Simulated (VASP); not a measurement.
# SrO (P6_3/mmc) in VASP: equation of state

Aim: energy against volume of SrO in PBE, for its equilibrium volume and stiffness.

Program: VASP 6.6.1. These are calculated values, not measurements. Logs are shortened: lines on timing, memory, paths and dates and some standing lists are left out, and cuts for length are marked.

### 1 Starting point

It takes space group P6_3/mmc (No. 194, hexagonal). The conventional cell has a = 3.553 Å, b = 3.553 Å, c = 6.217 Å, α = 90.00°, β = 90.00°, γ = 120.00°. Sr (site symmetry -6m2) has 6 O at 2.57 Å as nearest neighbours. Around O (site symmetry -3m) lie 6 Sr at 2.57 Å.

Measurements of this composition are mostly on another form, of space group No. 225.

### 2 Equation of state, PBE, 15.98 Å³/atom (volume scaled by 0.94)

INCAR

```
ALGO = Normal
EDIFF = 1E-7
ENCUT = 520
GGA = PE
ISIF = 2
ISMEAR = -1
LASPH = T
LCHARG = F
LREAL = F
LWAVE = F
NBANDS = 24
NELM = 80
PREC = Accurate
SIGMA = 0.05
```

KPOINTS

```
k-points
0
Gamma
  9 9 5
```

POSCAR

```
SrO
1.0
    3.4807516534      0.0000000000      0.0000000000
   -1.7403758267      3.0144193562      0.0000000000
    0.0000000000      0.0000000000      6.0903846125
Sr O
2 2
Direct
    0.6666666667      0.3333333333      0.7500000000
    0.3333333333      0.6666666667      0.2500000000
    0.0000000000      0.0000000000      0.5000000000
    0.0000000000      0.0000000000      0.0000000000
```

Potentials or basis: VASP PAW PBE potentials, release 64 (Sr_sv, O).

Command:

```sh
$ cat potpaw_PBE.64/Sr_sv/POTCAR potpaw_PBE.64/O/POTCAR > POTCAR
$ mpirun -np 1 vasp_std > vasp.out
```

OUTCAR:

```text
EDIFF = 1E-7
   ENCUT = 520
   GGA = PE
   ISIF = 2
   ISMEAR = -1
   LASPH = T
   LREAL = F
   NELM = 80
   PREC = Accurate

 Found     36 irreducible k-points:

 Following reciprocal coordinates:
            Coordinates               Weight
  0.000000  0.000000  0.000000      1.000000
  0.111111 -0.000000  0.000000      6.000000
  0.222222  0.000000  0.000000      6.000000
  0.333333  0.000000  0.000000      6.000000
  0.444444  0.000000  0.000000      6.000000
  0.111111  0.111111  0.000000      6.000000
   k-points           NKPTS =     36   k-points in BZ     NKDIM =     36   number of bands    NBANDS=     24
   number of dos      NEDOS =    301   number of ions     NIONS =      4
   total plane-waves  NPLWV =  37632
   dimension x,y,z NGX =    28 NGY =   28 NGZ =   48
   dimension x,y,z NGXF=    56 NGYF=   56 NGZF=   96
   ions per type =               2   2
   NGX,Y,Z   is equivalent  to a cutoff of  13.37, 13.37, 13.10 a.u.
   NGXF,Y,Z  is equivalent  to a cutoff of  26.75, 26.75, 26.20 a.u.
 SYSTEM =  unknown system
   PREC   = accura    normal or accurate (medium, high low for compatibility)
   ISTART =      0    job   : 0-new  1-cont  2-samecut
   ICHARG =      2    charge: 1-file 2-atom 10-const
   ISPIN  =      1    spin polarized calculation?
   LNONCOLLINEAR =      F non collinear calculations
   LSORBIT =      F    spin-orbit coupling
   LASPH  =      T    aspherical Exc in radial PAW
   ENCUT  =  520.0 eV  38.22 Ry    6.18 a.u.   6.47  6.47 11.32*2*pi/ulx,y,z
   NELM   =     80;   NELMIN=  2; NELMDL= -5     # of ELM steps
   EDIFF  = 0.1E-06   stopping-criterion for ELM
   LREAL  =      F    real-space projection
   EDIFFG = 0.1E-05   stopping-criterion for IOM
   NSW    =      0    number of steps for IOM
   IBRION =     -1    ionic relax: 0-MD 1-quasi-New 2-CG
   NFREE  =      0    steps in history (QN), initial steepest desc. (CG)
   ISIF   =      2    stress and relaxation
   ISYM   =      2    0-nonsym 1-usesym 2-fastsym
   POTIM  = 0.5000    time-step for ionic-motion
   TEBEG  =    0.0;   TEEND  =   0.0 temperature during run
   PSTRESS=    0.0 pullay stress
   NELECT =      32.0000    total number of electrons
   NUPDOWN=      -1.0000    fix difference up-down
   EMIN   =  10.00;   EMAX   =-10.00  energy-range for DOS
   EFERMI =   0.00;   METHOD = LEGACY
   ISMEAR =    -1;   SIGMA  =   0.05  broadening in eV -4-tet -1-fermi 0-gaus
   EFERMI_NEDOS =   21; number of points for ismear=-14 and -15
   IALGO  =     38    algorithm
   IMIX   =      4    mixing-type and parameters
     AMIX     =   0.40;   BMIX     =  1.00
     AMIX_MAG =   1.60;   BMIX_MAG =  1.00
  volume/ion in A,a.u.               =      15.98       107.81
  Fermi-wavevector in a.u.,A,eV,Ry     =   1.300023  2.456687 22.994657  1.690060
  Thomas-Fermi vector in A             =   2.431249
   LORBIT       =      0    0 simple, 1 ext, 2 COOP (PROOUT), +10 PAW based schemes
   GGA     = PE    functional components
   LHFCALC =     F    Hartree Fock is set to
   AEXX    =    0.0000 exact exchange contribution
   IVDW    =     0    specifies the selected vdW correction
   LEPSILON=     F    determine dielectric tensor
   LRPA    =     F    only Hartree local field effects (RPA)
 non-spin polarized calculation
  energy-cutoff  :      520.00
  volume of cell :       63.90
 maximum number of plane-waves:      1741
 NGX is ok and might be reduce to    28
   NGX = 13   NGY = 13   NGZ = 23

 number of electron      32.0000006 magnetization

 Free energy of the ion-electron system (eV)
  ---------------------------------------------------
  ext. energy  EPLUGINS =         0.00000000
  ---------------------------------------------------
  free energy    TOTEN  =       -23.60654520 eV

  energy without entropy =      -23.60654520  energy(sigma->0) =      -23.60654520

 E-fermi :   3.5078     XC(G=0): -10.3178

 val. band max:        2.5500788561   @ k =   0.0000   0.0000   0.0000
 cond. band min:       5.6494970790   @ k =   0.4444   0.0000   0.0000
 fundamental gap:      3.0994182229
 Fermi energy:         3.5077837742

 k-point     1 :       0.0000    0.0000    0.0000
  band No.  band energies     occupation
      1     -30.2773      2.00000
      2     -30.1345      2.00000
      3     -14.7936      2.00000
      4     -13.1317      2.00000
      5     -11.8745      2.00000
      6     -11.8745      2.00000
[... 16 lines left out ...]
     23      10.0942      0.00000
     24      11.1091      0.00000

 k-point     2 :       0.1111   -0.0000    0.0000
  band No.  band energies     occupation
      1     -30.2565      2.00000
      2     -30.1218      2.00000
      3     -14.6882      2.00000
      4     -13.4152      2.00000
      5     -12.0145      2.00000
      6     -11.9299      2.00000
[... 16 lines left out ...]
     23      10.3226      0.00000
     24      10.7980      0.00000

 k-point     3 :       0.2222    0.0000    0.0000
  band No.  band energies     occupation
      1     -30.2022      2.00000
      2     -30.0906      2.00000
      3     -14.3833      2.00000
      4     -13.9371      2.00000
      5     -12.3384      2.00000
      6     -12.0425      2.00000
[... 16 lines left out ...]
     23      10.8375      0.00000
     24      10.9082      0.00000

 k-point     4 :       0.3333    0.0000    0.0000
  band No.  band energies     occupation
      1     -30.1363      2.00000
      2     -30.0580      2.00000
      3     -14.3969      2.00000
      4     -13.9189      2.00000
      5     -12.6797      2.00000
      6     -12.1554      2.00000
[... 16 lines left out ...]
     23      11.5684      0.00000
     24      11.6260      0.00000

 k-point     5 :       0.4444    0.0000    0.0000
  band No.  band energies     occupation
      1     -30.0874      2.00000
      2     -30.0417      2.00000
      3     -14.6586      2.00000
      4     -13.4211      2.00000
      5     -12.8898      2.00000
      6     -12.3090      2.00000
[... 16 lines left out ...]
     23      12.2704      0.00000
     24      12.7778      0.00000

 k-point     6 :       0.1111    0.1111    0.0000
  band No.  band energies     occupation
      1     -30.2189      2.00000
      2     -30.0999      2.00000
      3     -14.4829      2.00000
      4     -13.7907      2.00000
      5     -12.2601      2.00000
      6     -11.9682      2.00000
[... 16 lines left out ...]
     23      10.5106      0.00000
     24      10.7065      0.00000

 [... further k-points ...]

------------------------ aborting loop because EDIFF is reached ----------------------------------------

  FORCE on cell =-STRESS in cart. coord.  units (eV):
  Direction    XX          YY          ZZ          XY          YZ          ZX
  --------------------------------------------------------------------------------------
  -------------------------------------------------------------------------------------
  Total        3.2526916      3.2526916      3.5512676      0.0000000     -0.0000000      0.0000000
  in kB       81.5515178     81.5515178     89.0374165      0.0000000     -0.0000000      0.0000000
  external PRESSURE =      84.0468174 kB  Pullay stress =       0.0000000 kB

 VOLUME and BASIS-vectors are now :
 -----------------------------------------------------------------------------
  energy-cutoff  :      520.00
  volume of cell :       63.90
      direct lattice vectors                 reciprocal lattice vectors
     3.480751653  0.000000000  0.000000000     0.287294268  0.165869423  0.000000000
    -1.740375827  3.014419356  0.000000000     0.000000000  0.331738846  0.000000000
     0.000000000  0.000000000  6.090384613     0.000000000  0.000000000  0.164193243

 POSITION                                       TOTAL-FORCE (eV/Angst)
 -----------------------------------------------------------------------------------
      1.74038      1.00481      4.56779        -0.000000      0.000000      0.000000
     -0.00000      2.00961      1.52260         0.000000     -0.000000     -0.000000
      0.00000      0.00000      3.04519        -0.000000      0.000000      0.000000
      0.00000      0.00000      0.00000        -0.000000      0.000000      0.000000
 -----------------------------------------------------------------------------------
    total drift:                               -0.000000      0.000000     -0.000000

  FREE ENERGIE OF THE ION-ELECTRON SYSTEM (eV)
  ---------------------------------------------------
  free  energy   TOTEN  =       -23.6065451967 eV

  energy  without entropy=      -23.6065451966  energy(sigma->0) =      -23.60654520
```

Wall time 38 s (1 thread of AMD EPYC 9R45 (Zen 5), shared host); peak memory 0.18 GiB.

Results:

```
Free energy            : -23.6065 eV
Pressure               : 8.4 GPa
Band gap on the k mesh : 3.10 eV, indirect (least direct gap 3.36 eV)
```

Caveat: an odd mesh through Γ misses points on the zone boundary, where band edges often lie.

### 3 Equation of state, PBE, 16.32 Å³/atom (volume scaled by 0.96)

INCAR

```
  ALGO = Normal
  EDIFF = 1E-7
  ENCUT = 520
  GGA = PE
  ISIF = 2
  ISMEAR = -1
  LASPH = True
  LCHARG = False
  LREAL = False
  LWAVE = False
  NBANDS = 24
  NELM = 80
  PREC = Accurate
  SIGMA = 0.05
```

KPOINTS is that of step 2.

POSCAR

```
SrO
1.0
    3.5052647967      0.0000000000      0.0000000000
   -1.7526323983      3.0356483609      0.0000000000
    0.0000000000      0.0000000000      6.1332760581
Sr O
2 2
Direct
    0.6666666667      0.3333333333      0.7500000000
    0.3333333333      0.6666666667      0.2500000000
    0.0000000000      0.0000000000      0.5000000000
    0.0000000000      0.0000000000      0.0000000000
```

Potentials or basis: VASP PAW PBE potentials, release 64 (Sr_sv, O).

Command:

```sh
$ cat potpaw_PBE.64/Sr_sv/POTCAR potpaw_PBE.64/O/POTCAR > POTCAR
$ mpirun -np 1 vasp_std > vasp.out
```

Wall time 38 s (1 thread of AMD EPYC 9R45 (Zen 5), shared host); peak memory 0.18 GiB.

Results (log left out):

* Free energy: -23.6687 eV
* Pressure: 6.0 GPa
* Band gap on the k mesh: 3.10 eV, indirect (least direct gap 3.32 eV)

Caveat: an odd mesh through Γ misses points on the zone boundary, where band edges often lie.

### 4 Equation of state, PBE, 16.66 Å³/atom (volume scaled by 0.98)

INCAR

```
SYSTEM = SrO
PREC = Accurate ; ENCUT = 520
EDIFF = 1E-7 ; ISMEAR = -1
SIGMA = 0.05 ; LREAL = .FALSE.
LASPH = .TRUE. ; NELM = 60
ALGO = Normal ; ISIF = 2
LWAVE = .FALSE. ; LCHARG = .FALSE.
GGA = PE ; NBANDS = 24
```

KPOINTS

```
regular mesh
0
G
  9 9 5
  0 0 0
```

POSCAR

```
SrO
1.0
    3.5294398006      0.0000000000      0.0000000000
   -1.7647199003      3.0565845284      0.0000000000
    0.0000000000      0.0000000000      6.1755758504
Sr O
2 2
Direct
    0.6666666667      0.3333333333      0.7500000000
    0.3333333333      0.6666666667      0.2500000000
    0.0000000000      0.0000000000      0.5000000000
    0.0000000000      0.0000000000      0.0000000000
```

Command:

```sh
$ cat potpaw_PBE.64/Sr_sv/POTCAR potpaw_PBE.64/O/POTCAR > POTCAR
$ mpirun -np 1 vasp_std > vasp.out
```

Wall time 38 s (1 thread of AMD EPYC 9R45 (Zen 5), shared host); peak memory 0.18 GiB.

Results (log left out):

| Property | Result |
| --- | --- |
| Free energy | -23.7118 eV |
| Pressure | 3.9 GPa |
| Band gap on the k mesh | 3.09 eV, indirect (least direct gap 3.20 eV) |

Caveat: an odd mesh through Γ misses points on the zone boundary, where band edges often lie.

### 5 Equation of state, PBE, 17.34 Å³/atom (volume scaled by 1.02)

INCAR

```
SYSTEM = SrO
PREC     = Accurate       ! precision mode
ENCUT    = 520            ! plane-wave cutoff, eV
EDIFF    = 1E-7           ! SCF threshold, eV
ISMEAR   = -1             ! smearing method
SIGMA    = 0.05           ! smearing width, eV
LREAL    = .False.        ! projectors in reciprocal space
LASPH    = .True.         ! aspherical terms in the spheres
NELM     = 100            ! most SCF steps
ALGO     = Normal         ! electronic algorithm
ISIF     = 2              ! what is computed and relaxed
LWAVE    = .False.        ! write WAVECAR
LCHARG   = .False.        ! write CHGCAR
GGA      = PE             ! functional
NBANDS   = 24             ! bands
```

KPOINTS

```
regular mesh
0
Gamma
  9 9 5
  0 0 0
```

POSCAR

```
SrO
1.0
    3.5768204852      0.0000000000      0.0000000000
   -1.7884102426      3.0976174050      0.0000000000
    0.0000000000      0.0000000000      6.2584793785
Sr O
2 2
Direct
    0.6666666667      0.3333333333      0.7500000000
    0.3333333333      0.6666666667      0.2500000000
    0.0000000000      0.0000000000      0.5000000000
    0.0000000000      0.0000000000      0.0000000000
```

Command:

```sh
$ cat potpaw_PBE.64/Sr_sv/POTCAR potpaw_PBE.64/O/POTCAR > POTCAR
$ mpirun -np 1 vasp_std > vasp.out
```

It took 36 s on 1 thread of AMD EPYC 9R45 (Zen 5), shared host; peak memory 0.18 GiB.

The run converged. Its results:

```
Free energy            : -23.7484 eV
Pressure               : 0.3 GPa
Band gap on the k mesh : 2.97 eV, direct
```

Caveat: an odd mesh through Γ misses points on the zone boundary, where band edges often lie.

### 6 Equation of state, PBE, 17.68 Å³/atom (volume scaled by 1.04)

INCAR

```
  PREC = Accurate
  ENCUT = 520
  EDIFF = 1E-7
  ISMEAR = -1
  SIGMA = 0.05
  LREAL = F
  LASPH = T
  NELM = 60
  ALGO = Normal
  ISIF = 2
  LWAVE = F
  LCHARG = F
  GGA = PE
  NBANDS = 24
```

KPOINTS

```
Automatic mesh
0
Gamma
  9 9 5
```

POSCAR

```
SrO
1.0
    3.6000472431      0.0000000000      0.0000000000
   -1.8000236215      3.1177323673      0.0000000000
    0.0000000000      0.0000000000      6.2991199937
Sr O
2 2
Direct
    0.6666666667      0.3333333333      0.7500000000
    0.3333333333      0.6666666667      0.2500000000
    0.0000000000      0.0000000000      0.5000000000
    0.0000000000      0.0000000000      0.0000000000
```

Potentials or basis: VASP PAW PBE potentials, release 64 (Sr_sv, O).

Command:

```sh
$ cat potpaw_PBE.64/Sr_sv/POTCAR potpaw_PBE.64/O/POTCAR > POTCAR
$ mpirun -np 1 vasp_std > vasp.out
```

Run time: 36 s. Hardware: 1 thread of AMD EPYC 9R45 (Zen 5), shared host; peak memory 0.18 GiB.

It converged, with:

```yaml
Free_energy: -23.7451 eV
Pressure: -1.2 GPa
Band_gap_on_the_k_mesh: 2.86 eV, direct
```

Caveat: an odd mesh through Γ misses points on the zone boundary, where band edges often lie.

### 7 Equation of state, PBE, 18.02 Å³/atom (volume scaled by 1.06)

INCAR

```
SYSTEM = SrO
ALGO = Normal
EDIFF = 1E-7
ENCUT = 520
GGA = PE
ISIF = 2
ISMEAR = -1
LASPH = .True.
LCHARG = .False.
LREAL = .False.
LWAVE = .False.
NBANDS = 24
NELM = 100
PREC = Accurate
SIGMA = 0.05
```

KPOINTS

```
k-points
0
Gamma
  9 9 5
  0 0 0
```

POSCAR

```
SrO
1.0
    3.6229780985      0.0000000000      0.0000000000
   -1.8114890493      3.1375910707      0.0000000000
    0.0000000000      0.0000000000      6.3392428589
Sr O
2 2
Direct
    0.6666666667      0.3333333333      0.7500000000
    0.3333333333      0.6666666667      0.2500000000
    0.0000000000      0.0000000000      0.5000000000
    0.0000000000      0.0000000000      0.0000000000
```

Command:

```sh
$ cat potpaw_PBE.64/Sr_sv/POTCAR potpaw_PBE.64/O/POTCAR > POTCAR
$ mpirun -np 1 vasp_std > vasp.out
```

It took 38 s on 1 thread of AMD EPYC 9R45 (Zen 5), shared host; peak memory 0.18 GiB.

The run converged. Its results:

```
Free energy            : -23.7294 eV
Pressure               : -2.6 GPa
Band gap on the k mesh : 2.75 eV, direct
```

Caveat: an odd mesh through Γ misses points on the zone boundary, where band edges often lie.

### 8 Equation of state, PBE

No new run: the results of the series are fitted here.

What came out:

| Quantity | Value |
| --- | --- |
| Equilibrium volume | 17.42 Å³/atom |
| Bulk modulus at fixed shape and positions | 81 GPa |
| Pressure derivative of the bulk modulus | 4.4 |

Energy against volume, from the lowest point:
```
volume (Å³/atom)  energy (meV/atom)
          15.976              35.46
          16.316              19.92
          16.656               9.14
          16.995               2.65
          17.335               0.00
          17.675               0.82
          18.015               4.74
```

Caveat: the cell was scaled at fixed shape and fractional positions, which overstates the stiffness of a crystal with free parameters, most of all of layers and chains.
